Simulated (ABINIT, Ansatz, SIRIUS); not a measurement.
## Cost and result for the equilibrium volume of WC

It takes space group P-6m2 (No. 187, hexagonal). The conventional cell has a = 2.907 Å, b = 2.907 Å, c = 2.837 Å, α = 90.00°, β = 90.00°, γ = 120.00°. W (site symmetry -6m2) is surrounded by 6 C at 2.20 Å. C (site symmetry -6m2) is surrounded by 6 W at 2.20 Å.

```csv
rung,level,program and potentials,cutoff (eV),k mesh,smearing,core time,chip,equilibrium volume (Å³/atom),notes
GGA + dispersion,PBE+D3(zero damping),"ABINIT, JTH PAW PBE v2.0",544,10 × 10 × 9,fermi-dirac 0.05,29 s,Intel Xeon 6975P-C Granite Rapids,10.42,-
LDA,LDA,"ABINIT, JTH PAW LDA v2.0",517,8 × 8 × 7,fermi-dirac 0.05,34 s,Arm Neoverse V2,10.13,-
GGA + dispersion,PBEsol+D3(BJ),"SIRIUS, PseudoDojo 0.4.1 PBE standard (scalar relativistic)",1127,5 × 5 × 5,fermi-dirac 0.05,44 s,Intel Xeon Platinum 8259CL Skylake/Cascade Lake,10.15,coarse mesh; potentials made for PBE
GGA + dispersion,PBEsol+D3(zero damping),"SIRIUS, PseudoDojo 0.4.1 PBE standard (scalar relativistic)",1127,5 × 5 × 5,fermi-dirac 0.05,45 s,Intel Xeon Platinum 8259CL Skylake/Cascade Lake,10.23,coarse mesh; potentials made for PBE
GGA + dispersion,PBEsol+D4,"SIRIUS, PseudoDojo 0.4.1 PBE standard (scalar relativistic)",1127,5 × 5 × 5,fermi-dirac 0.05,52 s,Intel Xeon Platinum 8259CL Skylake/Cascade Lake,10.22,coarse mesh; potentials made for PBE
GGA,PBE,"Ansatz, all-electron LAPW, scalar-relativistic",-,10 × 10 × 9,fermi-dirac 0.05,78 s,Arm Neoverse V1,10.53,-
GGA + dispersion,PBE+D3(BJ),"Ansatz, all-electron LAPW, scalar-relativistic",-,10 × 10 × 9,fermi-dirac 0.05,2 min,Intel Xeon Skylake/Cascade Lake,10.33,-
LDA,LDA,"ABINIT, PseudoDojo NC SR LDA v0.4.1 standard",1116,8 × 8 × 7,fermi-dirac 0.05,2.2 min,Arm Neoverse V2,10.11,-
```

Times are single runs on shared hosts and different chips, so they are rough; meshes, cutoffs and the tasks' sizes weigh on the time. Task: relaxation of cell and atoms. All rows: no spin polarisation. Smearing widths are in eV. For a metal such meshes aren't converged. Meshes differ between rows, which moves values too. Meshes are those of the run's cell of 2 atoms unless a note names another. Relaxations start from the cell shown or near it and stop with a little pressure left. Runs on faulty files, with rough fits or with known faults for this quantity aren't shown. No row holds spin-orbit coupling.

By rung: LDA 10.11 to 10.13; GGA + dispersion 10.33 to 10.42; GGA 10.53; GGA + dispersion on coarse meshes 10.15 to 10.23 (Å³/atom).

The equilibrium volume of WC follows the usual order, with LDA smallest at 10.11 to 10.13 Å³/atom and PBE largest at 10.53. LDA overbinds, whereas PBE's gradient correction favours the more inhomogeneous density of a stretched lattice and so weakens the bonds. The spread stays modest because strong W 5d–C 2p covalent bonding makes the carbide very stiff.

Within the all-electron calculations, adding D3(BJ) to PBE lowers the volume to 10.33, as expected from an extra pairwise attraction that pulls the atoms together. The cell shown, which is close to the measured one, has a volume between this value and that of plain PBE. The dispersion term therefore turns a slight overestimate into a slight underestimate. This doesn't make van der Waals forces an important part of the cohesion: in a dense metallic carbide, conduction electrons screen such interactions, and the pairwise term probably compensates in part for PBE's underbinding.
